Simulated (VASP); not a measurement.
# SnO2 (Cassiterite) (P4_2/mnm) in VASP: a series of runs, part 2 of 2

VASP 6.6.1. The steps go on from the part before.

## 4. Single point, LDA

INCAR reads:

```
SYSTEM = SnO2
PREC = Accurate
ENCUT = 400
EDIFF = 1E-7
ISMEAR = 0
SIGMA = 0.05
LREAL = .False.
LASPH = .True.
NELM = 100
ALGO = Normal
ISIF = 2
LWAVE = .False.
LCHARG = .False.
GGA = CA
NBANDS = 35
ADDGRID = .False.
```

KPOINTS reads:

```
Automatic mesh
0
Gamma
  3 3 4
  0 0 0
```

POSCAR reads:

```
SnO2
1.0
    4.7380000000      0.0000000000      0.0000000000
    0.0000000000      4.7380000000      0.0000000000
    0.0000000000      0.0000000000      3.1865000000
Sn O
2 4
Direct
    0.5000000000      0.5000000000      0.5000000000
    0.0000000000      0.0000000000      0.0000000000
    0.8071000000      0.1929000000      0.5000000000
    0.6929000000      0.6929000000      0.0000000000
    0.1929000000      0.8071000000      0.5000000000
    0.3071000000      0.3071000000      0.0000000000
```

On the command line:

```sh
cat potpaw_LDA.64/Sn_d/POTCAR potpaw_LDA.64/O/POTCAR > POTCAR
mpirun -np 1 vasp_std > vasp.out
```

Run time: 14 s. Hardware: 1 thread of Intel Xeon Platinum 8488C (Sapphire Rapids), shared host; peak memory 0.14 GiB.

The run converged, but some of its settings lie outside the range that counts as converged, so its numbers aren't taken as properties of the crystal.

What came out:

```yaml
Free_energy: -42.3410 eV
Largest_force: 0.195 eV/Å
Band_gap_on_the_k_mesh: 1.16 eV, direct
```

Caveat: the k mesh is coarse (spacing up to 0.49 Å⁻¹), so the values aren't converged; the cutoff is under 1.25 times the usual one of these potentials, so pressure, stress and relaxed cells hold a basis-set (Pulay) error; spin-orbit coupling is left out, which moves the levels of the heavy elements.

## 5. Single point, LDA

Changes to INCAR since step 4:

```diff
@@ -5,3 +5,3 @@
 ISMEAR = 0
-SIGMA = 0.05
+SIGMA = 0.2
 LREAL = .False.
```

KPOINTS is that of step 4.

POSCAR is that of step 4.

On the command line:

```sh
cat potpaw_LDA.64/Sn_d/POTCAR potpaw_LDA.64/O/POTCAR > POTCAR
mpirun -np 1 vasp_std > vasp.out
```

Wall time 15 s (1 thread of Intel Xeon Platinum 8488C (Sapphire Rapids), shared host); peak memory 0.14 GiB.

These settings aren't checked as converged: the numbers below hold their error.

Results:

```yaml
Free_energy: -42.3410 eV
Largest_force: 0.195 eV/Å
Band_gap_on_the_k_mesh: 1.16 eV, direct
```

Caveat: the k mesh is coarse (spacing up to 0.49 Å⁻¹), so the values aren't converged; the cutoff is under 1.25 times the usual one of these potentials, so pressure, stress and relaxed cells hold a basis-set (Pulay) error; spin-orbit coupling is left out, which moves the levels of the heavy elements.

## 6. Single point, LDA

Changes to INCAR since step 5:

```diff
@@ -5,3 +5,3 @@
 ISMEAR = 0
-SIGMA = 0.2
+SIGMA = 0.01
 LREAL = .False.
```

KPOINTS is that of step 5.

POSCAR is that of step 5.

Potentials or basis: VASP PAW LDA potentials, release 64 (Sn_d, O).

On the command line:

```sh
cat potpaw_LDA.64/Sn_d/POTCAR potpaw_LDA.64/O/POTCAR > POTCAR
mpirun -np 1 vasp_std > vasp.out
```

OUTCAR:

```text
SYSTEM = SnO2
   PREC = Accurate
   ENCUT = 400
   EDIFF = 1E-7
   ISMEAR = 0
   LREAL = .False.
   LASPH = .True.
   NELM = 100
   ISIF = 2
   GGA = CA

 Found      9 irreducible k-points:

 Following reciprocal coordinates:
            Coordinates               Weight
  0.000000  0.000000  0.000000      1.000000
  0.333333  0.000000  0.000000      4.000000
  0.333333  0.333333  0.000000      4.000000
  0.000000  0.000000  0.250000      2.000000
  0.333333  0.000000  0.250000      8.000000
  0.333333  0.333333  0.250000      8.000000
   k-points           NKPTS =      9   k-points in BZ     NKDIM =      9   number of bands    NBANDS=     35
   number of dos      NEDOS =    301   number of ions     NIONS =      6
   total plane-waves  NPLWV =  24576
   dimension x,y,z NGX =    32 NGY =   32 NGZ =   24
   dimension x,y,z NGXF=    64 NGYF=   64 NGZF=   48
   ions per type =               2   4
   NGX,Y,Z   is equivalent  to a cutoff of  11.23, 11.23, 12.52 a.u.
   NGXF,Y,Z  is equivalent  to a cutoff of  22.46, 22.46, 25.04 a.u.
 SYSTEM =  SnO2
   PREC   = accura    normal or accurate (medium, high low for compatibility)
   ISTART =      0    job   : 0-new  1-cont  2-samecut
   ICHARG =      2    charge: 1-file 2-atom 10-const
   ISPIN  =      1    spin polarized calculation?
   LNONCOLLINEAR =      F non collinear calculations
   LSORBIT =      F    spin-orbit coupling
   LASPH  =      T    aspherical Exc in radial PAW
   ENCUT  =  400.0 eV  29.40 Ry    5.42 a.u.   7.73  7.73  5.20*2*pi/ulx,y,z
   NELM   =    100;   NELMIN=  2; NELMDL= -5     # of ELM steps
   EDIFF  = 0.1E-06   stopping-criterion for ELM
   LREAL  =      F    real-space projection
   EDIFFG = 0.1E-05   stopping-criterion for IOM
   NSW    =      0    number of steps for IOM
   IBRION =     -1    ionic relax: 0-MD 1-quasi-New 2-CG
   NFREE  =      0    steps in history (QN), initial steepest desc. (CG)
   ISIF   =      2    stress and relaxation
   ISYM   =      2    0-nonsym 1-usesym 2-fastsym
   POTIM  = 0.5000    time-step for ionic-motion
   TEBEG  =    0.0;   TEEND  =   0.0 temperature during run
   PSTRESS=    0.0 pullay stress
   NELECT =      52.0000    total number of electrons
   NUPDOWN=      -1.0000    fix difference up-down
   EMIN   =  10.00;   EMAX   =-10.00  energy-range for DOS
   EFERMI =   0.00;   METHOD = LEGACY
   ISMEAR =     0;   SIGMA  =   0.01  broadening in eV -4-tet -1-fermi 0-gaus
   EFERMI_NEDOS =   21; number of points for ismear=-14 and -15
   IALGO  =     38    algorithm
   IMIX   =      4    mixing-type and parameters
     AMIX     =   0.40;   BMIX     =  1.00
     AMIX_MAG =   1.60;   BMIX_MAG =  1.00
  volume/ion in A,a.u.               =      11.92        80.45
  Fermi-wavevector in a.u.,A,eV,Ry     =   1.472000  2.781677 29.480903  2.166785
  Thomas-Fermi vector in A             =   2.587068
   LORBIT       =      0    0 simple, 1 ext, 2 COOP (PROOUT), +10 PAW based schemes
   GGA     = CA    functional components
   LHFCALC =     F    Hartree Fock is set to
   AEXX    =    0.0000 exact exchange contribution
   IVDW    =     0    specifies the selected vdW correction
   LEPSILON=     F    determine dielectric tensor
   LRPA    =     F    only Hartree local field effects (RPA)
 non-spin polarized calculation
 Gauss-broadening in eV      SIGMA  =   0.01
  energy-cutoff  :      400.00
  volume of cell :       71.53
 maximum number of plane-waves:      1310
 NGX is ok and might be reduce to    32
   NGX = 15   NGY = 15   NGZ = 11

 number of electron      51.9999984 magnetization

 Free energy of the ion-electron system (eV)
  ---------------------------------------------------
  ext. energy  EPLUGINS =         0.00000000
  ---------------------------------------------------
  free energy    TOTEN  =       -42.34102262 eV

  energy without entropy =      -42.34102262  energy(sigma->0) =      -42.34102262

 E-fermi :   5.9222     XC(G=0): -11.7982

 val. band max:        5.8636930425   @ k =   0.0000   0.0000   0.0000
 cond. band min:       7.0265871403   @ k =   0.0000   0.0000   0.0000
 fundamental gap:      1.1628940978
 Fermi energy:         5.9222262355

 k-point     1 :       0.0000    0.0000    0.0000
  band No.  band energies     occupation
      1     -15.1442      2.00000
      2     -14.3989      2.00000
      3     -14.1059      2.00000
      4     -14.0901      2.00000
      5     -14.0901      2.00000
      6     -13.9931      2.00000
[... 27 lines left out ...]
     34      17.7138      0.00000
     35      18.2061      0.00000

 k-point     2 :       0.3333    0.0000    0.0000
  band No.  band energies     occupation
      1     -14.9819      2.00000
      2     -14.5938      2.00000
      3     -14.1032      2.00000
      4     -14.0843      2.00000
      5     -14.0841      2.00000
      6     -14.0783      2.00000
[... 27 lines left out ...]
     34      17.8208      0.00000
     35      18.0991      0.00000

 k-point     3 :       0.3333    0.3333    0.0000
  band No.  band energies     occupation
      1     -14.9427      2.00000
      2     -14.7554      2.00000
      3     -14.0921      2.00000
      4     -14.0904      2.00000
      5     -14.0853      2.00000
      6     -14.0773      2.00000
[... 27 lines left out ...]
     34      17.7582      0.00000
     35      17.9115      0.00000

 k-point     4 :       0.0000    0.0000    0.2500
  band No.  band energies     occupation
      1     -14.8680      2.00000
      2     -14.5436      2.00000
      3     -14.5436      2.00000
      4     -14.1463      2.00000
      5     -13.9980      2.00000
      6     -13.9966      2.00000
[... 27 lines left out ...]
     34      17.4068      0.00000
     35      17.9158      0.00000

 k-point     5 :       0.3333    0.0000    0.2500
  band No.  band energies     occupation
      1     -14.8587      2.00000
      2     -14.7186      2.00000
      3     -14.3943      2.00000
      4     -14.1740      2.00000
      5     -13.9905      2.00000
      6     -13.9819      2.00000
[... 27 lines left out ...]
     34      17.8500      0.00000
     35      18.0721      0.00000

 k-point     6 :       0.3333    0.3333    0.2500
  band No.  band energies     occupation
      1     -14.8001      2.00000
      2     -14.6186      2.00000
      3     -14.5521      2.00000
      4     -14.3093      2.00000
      5     -13.9891      2.00000
      6     -13.9734      2.00000
[... 27 lines left out ...]
     34      17.7948      0.00000
     35      18.1331      0.00000

 [... further k-points ...]
[... 5 lines left out ...]
  --------------------------------------------------------------------------------------
  -------------------------------------------------------------------------------------
  Total       -2.6134710     -2.6134710     -1.7372411     -0.0000000      0.0000000      0.0000000
  in kB      -58.5361612    -58.5361612    -38.9104853     -0.0000000      0.0000000      0.0000000
  external PRESSURE =     -51.9942692 kB  Pullay stress =       0.0000000 kB

 VOLUME and BASIS-vectors are now :
 -----------------------------------------------------------------------------
  energy-cutoff  :      400.00
  volume of cell :       71.53
      direct lattice vectors                 reciprocal lattice vectors
     4.738000000  0.000000000  0.000000000     0.211059519  0.000000000  0.000000000
     0.000000000  4.738000000  0.000000000     0.000000000  0.211059519  0.000000000
     0.000000000  0.000000000  3.186500000     0.000000000  0.000000000  0.313823945

 POSITION                                       TOTAL-FORCE (eV/Angst)
 -----------------------------------------------------------------------------------
      2.36900      2.36900      1.59325         0.000000      0.000000      0.000000
      0.00000      0.00000      0.00000         0.000000      0.000000      0.000000
      3.82404      0.91396      1.59325        -0.138197      0.138197     -0.000000
      3.28296      3.28296      0.00000         0.138197      0.138197     -0.000000
      0.91396      3.82404      1.59325         0.138197     -0.138197      0.000000
      1.45504      1.45504      0.00000        -0.138197     -0.138197      0.000000
 -----------------------------------------------------------------------------------
    total drift:                                0.000000     -0.000000     -0.000000

  FREE ENERGIE OF THE ION-ELECTRON SYSTEM (eV)
  ---------------------------------------------------
  free  energy   TOTEN  =       -42.3410226189 eV

  energy  without entropy=      -42.3410226189  energy(sigma->0) =      -42.34102262
```

OSZICAR:

```text
N       E                     dE             d eps       ncg     rms          rms(c)
DAV:   1     0.553438915575E+03    0.55344E+03   -0.22265E+04   714   0.199E+03
DAV:   2     0.322551695089E+02   -0.52118E+03   -0.49544E+03   694   0.542E+02
DAV:   3    -0.447278303632E+02   -0.76983E+02   -0.76068E+02   674   0.185E+02
DAV:   4    -0.482948174891E+02   -0.35670E+01   -0.35456E+01   817   0.438E+01
DAV:   5    -0.483899490093E+02   -0.95132E-01   -0.95045E-01   780   0.733E+00    0.156E+01
DAV:   6    -0.424254060623E+02    0.59645E+01   -0.16025E+01   994   0.623E+01    0.636E+00
DAV:   7    -0.424378058692E+02   -0.12400E-01   -0.18607E+00   718   0.748E+00    0.321E+00
DAV:   8    -0.423549964632E+02    0.82809E-01   -0.20201E-01   944   0.408E+00    0.703E-01
DAV:   9    -0.423408701529E+02    0.14126E-01   -0.30543E-02  1025   0.291E+00    0.121E-01
DAV:  10    -0.423410065647E+02   -0.13641E-03   -0.31156E-03   773   0.423E-01    0.485E-02
DAV:  11    -0.423410223839E+02   -0.15819E-04   -0.12061E-04   993   0.107E-01    0.209E-02
DAV:  12    -0.423410249320E+02   -0.25481E-05   -0.11072E-05   775   0.233E-02    0.129E-02
DAV:  13    -0.423410225516E+02    0.23804E-05   -0.78210E-06   913   0.402E-02    0.133E-03
DAV:  14    -0.423410226189E+02   -0.67351E-07   -0.76714E-07   784   0.703E-03
   1 F= -.42341023E+02 E0= -.42341023E+02  d E =-.206828E-18
```

stdout:

```text
POSCAR found type information on POSCAR SnO
 POSCAR found :  2 types and       6 ions
 scaLAPACK will be used
 LDA part: xc-table for (Slater(with rela. corr.)+CA(PZ))
 , standard interpolation
 POSCAR, INCAR and KPOINTS ok, starting setup
 FFT: planning ... GRIDC
 FFT: planning ... GRID_SOFT
 FFT: planning ... GRID
 WAVECAR not read
 entering main loop
```

Run time: 12 s. Hardware: 1 thread of Intel Xeon Platinum 8488C (Sapphire Rapids), shared host; peak memory 0.14 GiB.

These settings aren't checked as converged: the numbers below hold their error.

What came out:

```yaml
Free_energy: -42.3410 eV
Largest_force: 0.195 eV/Å
Band_gap_on_the_k_mesh: 1.16 eV, direct
```

Caveat: the k mesh is coarse (spacing up to 0.49 Å⁻¹), so the values aren't converged; the cutoff is under 1.25 times the usual one of these potentials, so pressure, stress and relaxed cells hold a basis-set (Pulay) error; spin-orbit coupling is left out, which moves the levels of the heavy elements.
